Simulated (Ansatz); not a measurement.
Input and command of a plane-wave DFT calculation in Ansatz:

```yaml
crystal:
  lattice:
    - [4.53, 0.0, 0.0]
    - [0.0, 4.53, 0.0]
    - [0.0, 0.0, 2.869]
  atoms:
    - { symbol: V, position: [0.0, 0.0, 0.0], spin: 0.91 }
    - { symbol: V, position: [0.5, 0.5, 0.5], spin: 0.91 }
    - { symbol: O, position: [0.305, 0.305, 0.0] }
    - { symbol: O, position: [0.195, 0.805, 0.5] }
    - { symbol: O, position: [0.695, 0.695, 0.0] }
    - { symbol: O, position: [0.805, 0.195, 0.5] }
basis:
  ecutwfc: 420
kpoints:
  mp_grid: { grid: [8, 8, 12] }
hamiltonian:
  xc: pbe
scf:
  occupations: { method: gaussian, width: 0.1 }
output:
  forces: true
  stress: true
  eigenvalues: true
  populations: true
  write_density: true
  write_potential: true
  elf: true
  volumetric_format: npy
magnetization:
  spin_polarized: true
relax:
  adjacent_minimum: "off"
  f_tol: 0.005
  max_steps: 80
  cell: { stress_tol: 0.05 }
```

```bash
ansatz run input.yaml --threads 8 --pin off --max-ram 20480MiB --backend cpu --events-out ev --progress --plain --runs-dir out
```

Processor: Arm Neoverse V1, 8 threads, on a host shared with other jobs.

Task: Estimate time, memory and problem size.

Result: About 30 s on 8 threads of Arm Neoverse V1 (shared host), peak memory 0.68 GiB. It solves 32 bands at 105 k points (the mesh reduced by the symmetry that the task leaves, which can be less than the crystal's) with about 1145 plane waves (on the last cell), in 54 SCF iterations over 7 ionic steps.
